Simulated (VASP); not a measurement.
Set up this calculation in VASP 6.6.1, as the native input.

```
Task                    : density of states
Functional              : LDA
Potentials or basis     : VASP PAW LDA potentials, release 64 (Ti_sv, B)
Cutoff                  : 350 eV
k mesh                  : 9 × 9 × 8
Occupations             : gaussian, width 0.1 eV
Spin                    : no spin polarisation
k mesh for the DOS      : 14 × 14 × 12
Occupations for the DOS : tetrahedron
Further INCAR settings  : ALGO = Normal; EDIFF = 1e-07; NBANDS = 16
```

Crystal: TiB2.

```
Ti B
1.0
     2.99481    0.00000    0.00000
    -1.49740    2.59358    0.00000
     0.00000    0.00000    3.15650
Ti B
1 2
Cartesian
  -1.4974 2.5936 3.1565
  0.0000 1.7291 1.5783
  1.4974 0.8645 1.5783
```

The input as run:

POSCAR

```
TiB2                                    
1.0
    2.9948091113      0.0000000000      0.0000000000
   -1.4974045557      2.5935807669     -0.0000000000
    0.0000000000      0.0000000000      3.1565003396
  Ti              B             
     1     2
Direct
     0.0000000000000000    1.0000000000000000    1.0000000000000000
     0.3333333300000021    0.6666666699999979    0.5000000000000000
     0.6666666699999979    0.3333333300000021    0.5000000000000000
```

INCAR.step1

```
SYSTEM = TiB2
PREC     = Accurate       ! precision mode
ENCUT    = 350            ! plane-wave cutoff, eV
EDIFF    = 1E-7           ! SCF threshold, eV
ISMEAR   = 0              ! smearing method
SIGMA    = 0.1            ! smearing width, eV
LREAL    = .FALSE.        ! projectors in reciprocal space
LASPH    = .TRUE.         ! aspherical terms in the spheres
NELM     = 60             ! most SCF steps
ALGO     = Normal         ! electronic algorithm
ISIF     = 2              ! what is computed and relaxed
LWAVE    = .FALSE.        ! write WAVECAR
LCHARG   = .TRUE.         ! write CHGCAR
LMAXMIX  = 4              ! l up to which the mixer works
GGA      = CA             ! functional
NBANDS   = 16             ! bands
```

KPOINTS.step1

```
regular mesh
0
G
  9 9 8
  0 0 0
```

INCAR.step2

```
SYSTEM = TiB2
PREC     = Accurate       ! precision mode
ENCUT    = 350            ! plane-wave cutoff, eV
EDIFF    = 1E-7           ! SCF threshold, eV
ISMEAR   = -5             ! smearing method
SIGMA    = 0.1            ! smearing width, eV
LREAL    = .FALSE.        ! projectors in reciprocal space
LASPH    = .TRUE.         ! aspherical terms in the spheres
NELM     = 60             ! most SCF steps
ALGO     = Normal         ! electronic algorithm
ISIF     = 2              ! what is computed and relaxed
LWAVE    = .FALSE.        ! write WAVECAR
LCHARG   = .FALSE.        ! write CHGCAR
LMAXMIX  = 4              ! l up to which the mixer works
GGA      = CA             ! functional
LORBIT   = 10             ! projections on sites
NBANDS   = 16             ! bands
NEDOS    = 1001           ! points of the DOS
ICHARG   = 11             ! starting density
```

KPOINTS.step2

```
regular mesh
0
G
  14 14 12
  0 0 0
```

Potentials or basis: VASP PAW LDA potentials, release 64 (Ti_sv, B).

Run with:

```bash
$ cat potpaw_LDA.64/Ti_sv/POTCAR potpaw_LDA.64/B/POTCAR > POTCAR
$ cp INCAR.step1 INCAR
$ cp KPOINTS.step1 KPOINTS
$ mpirun -np 1 vasp_std > vasp.out
$ cp INCAR.step2 INCAR
$ cp KPOINTS.step2 KPOINTS
$ mpirun -np 1 vasp_std > vasp.out
```

Results of the run:

```json
{
  "Valence electrons inside the program's atomic spheres": "Ti 10.54; B 2.07"
}
```

It took 15 s on 1 thread of Intel(R) Xeon(R) 6975P-C (Granite Rapids) (shared host), peak memory 0.14 GiB.
